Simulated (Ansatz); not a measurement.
# CsCl: the cost of one run

Computed with Ansatz 0.2.0 (DFT LDA, scalar-relativistic, plane waves, PAW, unless a step's input says otherwise).

### Step 1. Starting point

The structure is cubic, space group Fm-3m (No. 225). Conventional cell: a = 7.020 Å, b = 7.020 Å, c = 7.020 Å, α = 90.00°, β = 90.00°, γ = 90.00°. Around Cs (site symmetry m-3m) lie 6 Cl at 3.51 Å. Cl (site symmetry m-3m) has 6 Cs at 3.51 Å in its first shell of neighbours.

As a file:

```cif
data_structure
_symmetry_space_group_name_H-M 'P 1'
_symmetry_Int_Tables_number 1
_cell_length_a 4.9639
_cell_length_b 4.9639
_cell_length_c 4.9639
_cell_angle_alpha 60.000
_cell_angle_beta 60.000
_cell_angle_gamma 60.000
_cell_volume 86.49
loop_
_atom_site_label
_atom_site_type_symbol
_atom_site_fract_x
_atom_site_fract_y
_atom_site_fract_z
_atom_site_occupancy
Cs1 Cs 0.00000 0.00000 0.00000 1
Cl1 Cl 0.50000 0.50000 0.50000 1
```

No relaxation comes first: the listed cell is the starting point.

### Step 2. The reference cell

The reference gives a free energy of -6552.8607 eV, pressure -1.73 GPa, largest force 0.000 eV/Å and gap on the mesh 4.47 eV. It was computed beforehand with the settings of the runs below.

### Step 3. The scan: a trigonal deformation path

At fixed volume and fractional coordinates, lengths along (0.577, 0.577, 0.577) are scaled against those across it; ρ is that ratio over its starting value.

### Step 4. At ρ = 0.500

input.yaml

```yaml
crystal:
  lattice:
    - [-1.4741076284, 2.9482152568, 2.9482152568]
    - [2.9482152568, -1.4741076284, 2.9482152568]
    - [2.9482152568, 2.9482152568, -1.4741076284]
  atoms:
    - { symbol: Cs, position: [0.0, 0.0, 0.0] }
    - { symbol: Cl, position: [0.5, 0.5, 0.5] }
basis:
  ecutwfc: 420
kpoints:
  mp_grid: { grid: [6, 6, 6] }
hamiltonian:
  xc: lda
scf:
  occupations: { method: gaussian, width: 0.05 }
output:
  forces: true
  stress: true
  eigenvalues: true
```

Launch:

```console
$ ansatz run input.yaml --threads 1 --pin off --max-ram 2560MiB --backend cpu --events-out ev --progress --plain --runs-dir out
```

What time and memory should one allow on 1 thread of Arm Neoverse V2, shared host?

About 1.4 s, with a peak of 0.29 GiB.
